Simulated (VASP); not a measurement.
Input of a VASP 6.6.1 run:

The input INCAR:

```
  PREC = Accurate
  ENCUT = 600
  EDIFF = 1E-6
  ISMEAR = 0
  SIGMA = 0.03
  LREAL = False
  LASPH = True
  NELM = 80
  ALGO = Normal
  ISIF = 3
  LWAVE = False
  LCHARG = False
  GGA = PS
  IBRION = 2
  NSW = 90
  EDIFFG = -0.01
  LUSENCCL = False
```

The input KPOINTS:

```
regular mesh
0
Gamma
  6 6 6
```

The input POSCAR:

```
AlGa3As4
1.0
   -5.6554750000      5.6554750000      0.0000000000
   -5.6554750000      0.0000000000      5.6554750000
    0.0000000000      5.6554750000      5.6554750000
Al Ga As
2 6 8
Direct
    0.0000000000      0.0000000000      0.0000000000
    0.5000000000      0.0000000000      0.0000000000
    0.0000000000      0.5000000000      0.0000000000
    0.0000000000      0.0000000000      0.5000000000
    0.5000000000      0.5000000000      0.0000000000
    0.5000000000      0.0000000000      0.5000000000
    0.0000000000      0.5000000000      0.5000000000
    0.5000000000      0.5000000000      0.5000000000
    0.8750000000      0.8750000000      0.3750000000
    0.3750000000      0.8750000000      0.3750000000
    0.8750000000      0.3750000000      0.3750000000
    0.8750000000      0.8750000000      0.8750000000
    0.3750000000      0.3750000000      0.3750000000
    0.3750000000      0.8750000000      0.8750000000
    0.8750000000      0.3750000000      0.8750000000
    0.3750000000      0.3750000000      0.8750000000
```

Potentials or basis: VASP PAW PBE potentials, release 64 (Al, Ga_d, As).

Launch:

```bash
$ cat potpaw_PBE.64/Al/POTCAR potpaw_PBE.64/Ga_d/POTCAR potpaw_PBE.64/As/POTCAR > POTCAR
$ mpirun -np 1 vasp_std > vasp.out
```

Task: Predict the relaxed volume.

Result: 22.77 Å³/atom.

Task: Estimate the space group after relaxing (to 0.05 Å).

Result: Amm2 (No. 38).

Forces on the atoms (eV/Å):
```
Al   0.000  0.000 -0.008
Al   0.000  0.000 -0.008
Ga  -0.004 -0.004  0.000
Ga   0.004  0.004  0.000
Ga  -0.004 -0.004  0.000
Ga   0.004  0.004  0.000
Ga   0.000  0.000  0.004
Ga   0.000  0.000  0.004
As  -0.001 -0.001  0.001
As  -0.001 -0.001  0.001
As   0.000  0.000  0.000
As   0.000  0.000  0.001
As   0.000  0.000  0.000
As   0.000  0.000  0.001
As   0.001  0.001  0.001
As   0.001  0.001  0.001
```

Caveat: the PAW data sets were made with another functional, which shifts forces and pressure a little.
